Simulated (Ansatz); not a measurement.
# TiAl5: from a guess to a relaxed structure

Computed with Ansatz, DFT PBE, scalar-relativistic, plane waves, PAW. Cutoff 420 eV, Gaussian smearing, Γ-centred meshes. Cell and atoms relax first on a coarse mesh and then on a finer one. In between, the cell is made exact in the group found at 0.06 Å. In metals the finer mesh still leaves noise of several meV/atom or more. The steps can't lower the symmetry of their start. No spin polarisation in the relaxation; trial moments died out in a coarse test.

A trial structure of TiAl5 was built thus: close-packed layers stacked ABCBCB (P3m1, No. 156) (elements of the layers in order: Al Al Ti Al Al Al). Lengths were set from tabulated atomic sizes, so they are only a guess.

```
CELL_PARAMETERS angstrom
3.02632 0.00000 0.00000
-1.51316 2.62087 0.00000
0.00000 0.00000 12.66171
ATOMIC_POSITIONS crystal
Ti 0.66667 0.33333 0.33870
Al 0.00000 0.00000 0.00000
Al 0.33333 0.66667 0.16130
Al 0.33333 0.66667 0.51611
Al 0.66667 0.33333 0.67741
Al 0.33333 0.66667 0.83870
```

The zero of energy is the elements' standard structures at the same level; no fitted shifts are applied.

Question: What does it relax into?

Answer: The symmetry stays P3m1 (No. 156). The volume per atom shrinks by 0.5 %, from 16.7 to 16.6 Å³. The shortest distance goes from 2.69 Å (Al–Al) to 2.82 Å (Ti–Al). The ratio c/a of the conventional cell changes by a factor of 1.17. Conventional cell: a = 2.870 Å, c = 14.000 Å. Around Ti lie 6 Al at 2.82–2.83 Å and 6 Ti at 2.87 Å; Al on its first site is surrounded by 12 Al at 2.87–2.89 Å; Al on its second site is surrounded by 3 Ti at 2.83 Å and 9 Al at 2.87–2.89 Å; around Al on its third site lie 3 Ti at 2.82 Å and 9 Al at 2.86–2.87 Å; Al on its fourth site is surrounded by 12 Al at 2.86–2.90 Å; 1 more site not described.

```cif
data_structure
_symmetry_space_group_name_H-M 'P3m1'
_symmetry_Int_Tables_number 156
_cell_length_a 2.8701
_cell_length_b 2.8701
_cell_length_c 14.0003
_cell_angle_alpha 90.000
_cell_angle_beta 90.000
_cell_angle_gamma 120.000
_cell_volume 99.88
loop_
_atom_site_label
_atom_site_type_symbol
_atom_site_symmetry_multiplicity
_atom_site_Wyckoff_symbol
_atom_site_fract_x
_atom_site_fract_y
_atom_site_fract_z
_atom_site_occupancy
Ti1 Ti 1 a 0.00000 0.00000 0.33962 1
Al1 Al 1 b 0.33333 0.66667 0.00719 1
Al2 Al 1 c 0.66667 0.33333 0.17610 1
Al3 Al 1 c 0.66667 0.33333 0.50219 1
Al4 Al 1 a 0.00000 0.00000 0.66850 1
Al5 Al 1 c 0.66667 0.33333 0.83860 1
```

Question: Give its energy and gap.

Answer:

| Quantity | Value |
| --- | --- |
| Energy over the elements | −0.06 eV/atom |
| Gap on the 18×18×4 mesh of the 6-atom cell | 0 eV (a metal) |

It lies below the elements, which doesn't yet make it stable against other compounds or structures.

The last run used Gaussian smearing of 0.10 eV. A structure relaxed within its symmetry needn't be a true minimum.
